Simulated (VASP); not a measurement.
# HC10 in VASP: a series of runs

One slab, HC10, is run at these levels: PBE; tasks: single point.

All numbers are computed with VASP 6.6.1; they aren't measurements. Logs are shortened: lines on timing, memory, paths and dates and some standing lists are left out, and cuts for length are marked.

## (1) The structure

The cell holds a slab with vacuum, 22 atoms: a = 7.398 Å, b = 7.398 Å, c = 12.000 Å, α = 90.00°, β = 90.00°, γ = 120.00°.

The cell was built by a generator and needn't be a form met in nature.

## (2) Single point, PBE

Input file INCAR:

```
PREC = Accurate
ENCUT = 520
EDIFF = 1E-6
ISMEAR = -1
SIGMA = 0.05
LREAL = Auto
LASPH = True
NELM = 60
ALGO = Fast
ISIF = 2
LWAVE = False
LCHARG = False
GGA = PE
NBANDS = 58
```

Input file KPOINTS:

```
regular mesh
0
Gamma
  2 2 1
```

Input file POSCAR:

```
HC10
1.0
    7.3980000000      0.0000000000      0.0000000000
   -3.6990000000      6.4068560000      0.0000000000
    0.0000000000      0.0000000000     12.0000000000
C H
20 2
Direct
    0.0032654825      0.0097347696      0.0785292241
    0.2235136169      0.1168645307      0.0693854084
    0.0028817989      0.3389450228      0.0668031224
    0.2226996651      0.4489022724      0.0685240776
    0.0035788391      0.6685239960      0.0797173803
    0.2235426879      0.7816459635      0.0695342063
    0.3349339673      0.0050151912      0.0694128720
    0.5547540777      0.1150423098      0.0669086519
    0.3338075748      0.3366062467      0.0688809569
    0.5539094469      0.4437097299      0.0784069850
    0.3338192981      0.6721696841      0.0683017736
    0.5541842576      0.7854998853      0.0767653126
    0.6654177654      0.0022903316      0.0711471853
    0.8922599358      0.1154577689      0.0715960302
    0.6653295635      0.3384115276      0.0724737567
    0.8923300493      0.4518310792      0.0727571777
    0.6556668280      0.6658321714      0.1148197097
    0.9009365479      0.7881376927      0.1165330270
    0.8794644794      0.7828271434      0.2443167524
    0.6703637774      0.6796629861      0.2427381042
    0.9976986297      0.8484715586      0.3097999311
    0.5479754107      0.6271774387      0.3059811545
```

Potentials or basis: VASP PAW PBE potentials, release 64 (C, H).

On the command line:

```bash
$ cat potpaw_PBE.64/C/POTCAR potpaw_PBE.64/H/POTCAR > POTCAR
$ mpirun -np 1 vasp_std > vasp.out
```

OUTCAR:

```text
PREC = Accurate
   ENCUT = 520
   EDIFF = 1E-6
   ISMEAR = -1
   LREAL = Auto
   LASPH = True
   NELM = 60
   ISIF = 2
   GGA = PE

 ion  position               nearest neighbor table
   1  0.003  0.010  0.079-  14 1.39   2 1.42  18 1.49
   2  0.224  0.117  0.069-   9 1.41   1 1.42   7 1.43
   3  0.003  0.339  0.067-   4 1.41  14 1.43  16 1.43
   4  0.223  0.449  0.069-   3 1.41  11 1.43   9 1.43
   5  0.004  0.669  0.080-  16 1.39   6 1.41  18 1.49
   6  0.224  0.782  0.070-  11 1.41   5 1.41   7 1.43
[... 8 lines left out ...]
  15  0.665  0.338  0.072-  10 1.39   8 1.43  16 1.45
  16  0.892  0.452  0.073-   5 1.39   3 1.43  15 1.45
  17  0.656  0.666  0.115-  12 1.49  10 1.49  20 1.54  18 1.57
  18  0.901  0.788  0.117-   5 1.49   1 1.49  19 1.54  17 1.57
  19  0.879  0.783  0.244-  21 1.09  20 1.34  18 1.54
  20  0.670  0.680  0.243-  22 1.09  19 1.34  17 1.54
  21  0.998  0.848  0.310-  19 1.09
  22  0.548  0.627  0.306-  20 1.09

  LATTYP: Found a hexagonal cell.
 ALAT       =     7.3980000000
 C/A-ratio  =     1.6220600162

  Lattice vectors:

 A1 = (   7.3980000000,   0.0000000000,   0.0000000000)
 A2 = (  -3.6990000000,   6.4068560000,   0.0000000000)
 A3 = (   0.0000000000,   0.0000000000,  12.0000000000)

Analysis of symmetry for initial positions (statically):
=====================================================================
 Subroutine PRICEL returns:
 Original cell was already a primitive cell.

 Routine SETGRP: Setting up the symmetry group for a
 hexagonal supercell.

 Subroutine GETGRP returns: Found  1 space group operations
 (whereof  1 operations were pure point group operations)
 out of a pool of 24 trial point group operations.

The static configuration has the point symmetry C_1 .

Analysis of symmetry for dynamics (positions and initial velocities):
=====================================================================
 Subroutine PRICEL returns:
 Original cell was already a primitive cell.

 Routine SETGRP: Setting up the symmetry group for a
 hexagonal supercell.

 Subroutine GETGRP returns: Found  1 space group operations
 (whereof  1 operations were pure point group operations)
 out of a pool of 24 trial point group operations.

The dynamic configuration has the point symmetry C_1 .

 Subroutine INISYM returns: Found  1 space group operations
 (whereof  1 operations are pure point group operations),
 and found     1 'primitive' translations

----------------------------------------------------------------------------------------

                                     Primitive cell

  volume of cell :     568.7750

  direct lattice vectors                    reciprocal lattice vectors
     7.398000000  0.000000000  0.000000000     0.135171668  0.078041398  0.000000000
    -3.699000000  6.406856000  0.000000000     0.000000000  0.156082796  0.000000000
     0.000000000  0.000000000 12.000000000     0.000000000  0.000000000  0.083333333

  length of vectors
     7.398000000  7.398000054 12.000000000     0.156082797  0.156082796  0.083333333

  position of ions in fractional coordinates (direct lattice)
     0.003265482  0.009734770  0.078529224
     0.223513617  0.116864531  0.069385408
     0.002881799  0.338945023  0.066803122
     0.222699665  0.448902272  0.068524078
     0.003578839  0.668523996  0.079717380
     0.223542688  0.781645963  0.069534206
[... 14 lines left out ...]
     0.997698630  0.848471559  0.309799931
     0.547975411  0.627177439  0.305981155

  ion indices of the primitive-cell ions
   primitive index   ion index
                 1           1
                 2           2
                 3           3
                 4           4
                 5           5
                 6           6
[... 14 lines left out ...]
                21          21
                22          22

----------------------------------------------------------------------------------------

 KPOINTS: regular mesh

Automatic generation of k-mesh.
 Grid dimensions read from file:
 generate k-points for:    2    2    1

 Generating k-lattice:

  Cartesian coordinates                     Fractional coordinates (reciprocal lattice)
     0.067585834  0.039020699  0.000000000     0.500000000  0.000000000  0.000000000
     0.000000000  0.078041398  0.000000000     0.000000000  0.500000000  0.000000000
     0.000000000  0.000000000  0.083333333     0.000000000  0.000000000  1.000000000

  Length of vectors
     0.078041399  0.078041398  0.083333333

  Shift w.r.t. Gamma in fractional coordinates (k-lattice)
     0.000000000  0.000000000  0.000000000

 Subroutine IBZKPT returns following result:
 ===========================================

 Found      4 irreducible k-points:

 Following reciprocal coordinates:
            Coordinates               Weight
  0.000000  0.000000  0.000000      1.000000
  0.500000  0.000000  0.000000      1.000000
  0.000000  0.500000  0.000000      1.000000
  0.500000  0.500000  0.000000      1.000000
   k-points           NKPTS =      4   k-points in BZ     NKDIM =      4   number of bands    NBANDS=     58
   number of dos      NEDOS =    301   number of ions     NIONS =     22
   total plane-waves  NPLWV = 282240
   dimension x,y,z NGX =    56 NGY =   56 NGZ =   90
   dimension x,y,z NGXF=   112 NGYF=  112 NGZF=  180
   ions per type =              20   2
   NGX,Y,Z   is equivalent  to a cutoff of  12.58, 12.58, 12.47 a.u.
   NGXF,Y,Z  is equivalent  to a cutoff of  25.17, 25.17, 24.94 a.u.
 SYSTEM =  unknown system
   PREC   = accura    normal or accurate (medium, high low for compatibility)
   ISTART =      0    job   : 0-new  1-cont  2-samecut
   ICHARG =      2    charge: 1-file 2-atom 10-const
   ISPIN  =      1    spin polarized calculation?
   LNONCOLLINEAR =      F non collinear calculations
   LSORBIT =      F    spin-orbit coupling
   LASPH  =      T    aspherical Exc in radial PAW
   ENCUT  =  520.0 eV  38.22 Ry    6.18 a.u.  13.76 13.76 22.31*2*pi/ulx,y,z
   NELM   =     60;   NELMIN=  2; NELMDL= -5     # of ELM steps
   EDIFF  = 0.1E-05   stopping-criterion for ELM
   LREAL  =      T    real-space projection
   EDIFFG = 0.1E-04   stopping-criterion for IOM
   NSW    =      0    number of steps for IOM
[... 5 lines left out ...]
   TEBEG  =    0.0;   TEEND  =   0.0 temperature during run
   PSTRESS=    0.0 pullay stress
   NELECT =      82.0000    total number of electrons
   NUPDOWN=      -1.0000    fix difference up-down
   EMIN   =  10.00;   EMAX   =-10.00  energy-range for DOS
   EFERMI =   0.00;   METHOD = LEGACY
   ISMEAR =    -1;   SIGMA  =   0.05  broadening in eV -4-tet -1-fermi 0-gaus
   EFERMI_NEDOS =   21; number of points for ismear=-14 and -15
   IALGO  =     68    algorithm
   IMIX   =      4    mixing-type and parameters
     AMIX     =   0.40;   BMIX     =  1.00
     AMIX_MAG =   1.60;   BMIX_MAG =  1.00
  volume/ion in A,a.u.               =      25.85       174.47
  Fermi-wavevector in a.u.,A,eV,Ry     =   0.858419  1.622176 10.025902  0.736883
  Thomas-Fermi vector in A             =   1.975621
   LORBIT       =      0    0 simple, 1 ext, 2 COOP (PROOUT), +10 PAW based schemes
   GGA     = PE    functional components
   LHFCALC =     F    Hartree Fock is set to
   AEXX    =    0.0000 exact exchange contribution
   IVDW    =     0    specifies the selected vdW correction
   LEPSILON=     F    determine dielectric tensor
   LRPA    =     F    only Hartree local field effects (RPA)
 non-spin polarized calculation
 RMM-DIIS sequential band-by-band and
  energy-cutoff  :      520.00
  volume of cell :      568.78
 maximum number of plane-waves:     15363
 NGX is ok and might be reduce to    56
   NGX = 27   NGY = 27   NGZ = 45

 number of electron      82.0000001 magnetization

 Free energy of the ion-electron system (eV)
  ---------------------------------------------------
  ext. energy  EPLUGINS =         0.00000000
  ---------------------------------------------------
  free energy    TOTEN  =      -187.47267105 eV

  energy without entropy =     -187.46253521  energy(sigma->0) =     -187.46760313

 E-fermi :  -1.1762     XC(G=0):  -4.1625

 val. band max:       -1.3220836141   @ k =   0.0000   0.0000   0.0000
 cond. band min:      -1.0303171689   @ k =   0.0000   0.0000   0.0000
 fundamental gap:      0.2917664452
 Fermi energy:        -1.1762415190

 k-point     1 :       0.0000    0.0000    0.0000
  band No.  band energies     occupation
      1     -20.9425      2.00000
      2     -19.3565      2.00000
      3     -18.2909      2.00000
      4     -18.2637      2.00000
      5     -18.1453      2.00000
      6     -18.1111      2.00000
[... 45 lines left out ...]
     52       3.8348      0.00000
     53       5.5686      0.00000

 k-point     2 :       0.5000    0.0000    0.0000
  band No.  band energies     occupation
      1     -20.5020      2.00000
      2     -20.1476      2.00000
      3     -19.1818      2.00000
      4     -18.8399      2.00000
      5     -17.4460      2.00000
      6     -16.4558      2.00000
[... 45 lines left out ...]
     52       3.9468      0.00000
     53       4.2747      0.00000

 k-point     3 :       0.0000    0.5000    0.0000
  band No.  band energies     occupation
      1     -20.5419      2.00000
      2     -20.0798      2.00000
      3     -19.2251      2.00000
      4     -18.7816      2.00000
      5     -17.6104      2.00000
      6     -16.3917      2.00000
[... 45 lines left out ...]
     52       3.8677      0.00000
     53       4.3330      0.00000

 k-point     4 :       0.5000    0.5000    0.0000
  band No.  band energies     occupation
      1     -20.5417      2.00000
      2     -20.0802      2.00000
      3     -19.2254      2.00000
      4     -18.7808      2.00000
      5     -17.6101      2.00000
      6     -16.3922      2.00000
[... 45 lines left out ...]
     52       3.8737      0.00000
     53       4.3364      0.00000
 [bands above 53 left out]

------------------------ aborting loop because EDIFF is reached ----------------------------------------

  FORCE on cell =-STRESS in cart. coord.  units (eV):
  Direction    XX          YY          ZZ          XY          YZ          ZX
  --------------------------------------------------------------------------------------
  -------------------------------------------------------------------------------------
  Total        5.9610851      3.8846469     -0.2527346      1.7623768     -0.1381906      0.2568729
  in kB       16.7917273     10.9426270     -0.7119258      4.9644234     -0.3892679      0.7235828
  external PRESSURE =       9.0074762 kB  Pullay stress =       0.0000000 kB

 VOLUME and BASIS-vectors are now :
 -----------------------------------------------------------------------------
  energy-cutoff  :      520.00
  volume of cell :      568.78
      direct lattice vectors                 reciprocal lattice vectors
     7.398000000  0.000000000  0.000000000     0.135171668  0.078041398  0.000000000
    -3.699000000  6.406856000  0.000000000     0.000000000  0.156082796  0.000000000
     0.000000000  0.000000000 12.000000000     0.000000000  0.000000000  0.083333333

 POSITION                                       TOTAL-FORCE (eV/Angst)
 -----------------------------------------------------------------------------------
     -0.01185      0.06237      0.94235         0.014027      0.005437     -0.004001
      1.22127      0.74873      0.83262        -0.009708     -0.006475      0.006139
     -1.23244      2.17157      0.80164        -0.016552      0.004205     -0.004294
     -0.01296      2.87605      0.82229        -0.002910     -0.013791      0.006810
     -2.44639      4.28314      0.95661        -0.026057      0.025235      0.001131
     -1.23754      5.00789      0.83441        -0.009199     -0.011983     -0.001717
[... 14 lines left out ...]
      4.24248      5.43604      3.71760         0.012792     -0.026558     -0.071441
      1.73399      4.01824      3.67177         0.058112     -0.022560     -0.072539
 -----------------------------------------------------------------------------------
    total drift:                               -0.000626     -0.028102      0.022202

  FREE ENERGIE OF THE ION-ELECTRON SYSTEM (eV)
  ---------------------------------------------------
  free  energy   TOTEN  =      -187.4726710472 eV

  energy  without entropy=     -187.4625352089  energy(sigma->0) =     -187.46760313
```

Run time: 5.1 min. Hardware: 1 thread of Intel Xeon Platinum 8488C (Sapphire Rapids), shared host; peak memory 0.61 GiB.

What came out:

* Free energy: -187.4727 eV
* Largest force: 0.155 eV/Å
* Band gap on the k mesh: 0.29 eV, direct

Forces on the atoms (eV/Å):
```
C    0.014  0.005 -0.004
C   -0.010 -0.006  0.006
C   -0.017  0.004 -0.004
C   -0.003 -0.014  0.007
C   -0.026  0.025  0.001
C   -0.009 -0.012 -0.002
C   -0.001 -0.001 -0.006
C   -0.008  0.007 -0.008
C    0.006  0.021  0.001
C   -0.011  0.017  0.003
C    0.007  0.024  0.009
C   -0.020 -0.010 -0.024
C   -0.014 -0.020  0.019
C   -0.009  0.010  0.011
C   -0.012 -0.017  0.000
C    0.017  0.002 -0.008
C    0.032  0.044  0.017
C   -0.049 -0.034 -0.030
C    0.115  0.078  0.068
C   -0.074 -0.075  0.088
H    0.013 -0.027 -0.071
H    0.058 -0.023 -0.073
```

Caveat: the k mesh is coarse (spacing up to 0.49 Å⁻¹), so the values aren't converged.

## (3) Single point, PBE

Input file INCAR:

```
SYSTEM = HC10
PREC     = Accurate       ! precision mode
ENCUT    = 520            ! plane-wave cutoff, eV
EDIFF    = 1E-7           ! SCF threshold, eV
ISMEAR   = -1             ! smearing method
SIGMA    = 0.05           ! smearing width, eV
LREAL    = Auto         
LASPH    = .TRUE.         ! aspherical terms in the spheres
NELM     = 100            ! most SCF steps
ALGO     = Fast           ! electronic algorithm
ISIF     = 2              ! what is computed and relaxed
LWAVE    = .FALSE.        ! write WAVECAR
LCHARG   = .FALSE.        ! write CHGCAR
GGA      = PE             ! functional
NBANDS   = 58             ! bands
```

Input file KPOINTS:

```
Automatic mesh
0
G
  2 2 1
  0 0 0
```

Input file POSCAR:

```
HC10
1.0
    7.3980000000      0.0000000000      0.0000000000
   -3.6990000000      6.4068560000      0.0000000000
    0.0000000000      0.0000000000     12.0000000000
C H
20 2
Direct
    0.0067852585      0.0074607577      0.0823333333
    0.2172782266      0.1184980590      0.0567916667
    0.0117141871      0.3499220210      0.0533500000
    0.2192448124      0.4454915172      0.0771333333
    0.0008796942      0.6648034543      0.0846500000
    0.2413265780      0.8078221206      0.0987583333
    0.3409242414      0.0252385882      0.0755833333
    0.5645246280      0.1290492560      0.0763166667
    0.3393829159      0.3418369322      0.0588666667
    0.5548918735      0.4530927494      0.0585500000
    0.3281774196      0.6811453231      0.0906833333
    0.5577467721      0.7936498026      0.0859416667
    0.6725772610      0.0040893693      0.0758250000
    0.8990894014      0.1074786135      0.0700333333
    0.6706758381      0.3464881995      0.0586833333
    0.8918374324      0.4559646728      0.0590250000
    0.6478054716      0.6448404647      0.1089333333
    0.8973374705      0.7738585041      0.1193250000
    0.8623781227      0.7561431067      0.2494583333
    0.6488792311      0.6467446748      0.2284000000
    0.9556248533      0.8407711989      0.3188250000
    0.5090046878      0.5569658503      0.2838083333
```

Potentials or basis: VASP PAW PBE potentials, release 64 (C, H).

On the command line:

```bash
$ cat potpaw_PBE.64/C/POTCAR potpaw_PBE.64/H/POTCAR > POTCAR
$ mpirun -np 1 vasp_std > vasp.out
```

Wall time 4.5 min (1 thread of Intel Xeon 6975P-C (Granite Rapids), shared host); peak memory 0.57 GiB.

It converged, with:

```yaml
Free_energy: -184.1809 eV
Largest_force: 6.755 eV/Å
Band_gap_on_the_k_mesh: 0.62 eV, direct
```

Forces on the atoms (eV/Å):
```
C   -0.089 -2.109 -0.387
C    2.889  1.390  1.299
C   -0.787 -4.055  1.599
C    0.448  3.739 -0.919
C    2.351  2.326  0.266
C   -2.842 -4.577 -2.241
C    1.624 -1.226  0.679
C   -0.044 -0.942 -1.587
C   -2.569 -0.773 -0.045
C    1.509 -4.166 -0.681
C    3.289  0.181 -0.246
C   -0.477 -3.032  0.153
C   -0.885  1.559  0.552
C   -3.163  3.303 -0.943
C   -0.932 -0.527 -0.006
C    2.168  0.748  0.428
C   -0.250  6.705 -0.781
C   -1.638  2.193  0.485
C   -2.889 -1.099 -2.318
C    1.166 -0.569  4.364
H    0.675  0.222  0.722
H    0.444  0.710 -0.393
```

Levels at points of the mesh, in eV from the valence-band top:
```csv
k point,band 37,band 38,band 39,band 40,band 41,band 42,band 43,band 44,band 45,band 46
"(0.00, 0.00, 0.00)",-2.50,-2.13,-1.90,-1.03,0.00,0.62,1.88,2.82,3.28,3.50
"(0.50, 0.00, 0.00)",-2.40,-2.14,-1.97,-1.83,-0.39,0.90,2.08,2.44,2.96,3.28
"(0.00, 0.50, 0.00)",-2.51,-2.24,-2.06,-1.63,-0.70,1.41,2.09,2.37,2.86,3.31
"(0.50, 0.50, 0.00)",-2.44,-2.08,-1.93,-1.74,-1.11,1.73,2.05,2.13,2.48,3.41
```

Caveat: the k mesh is coarse (spacing up to 0.49 Å⁻¹), so the values aren't converged.
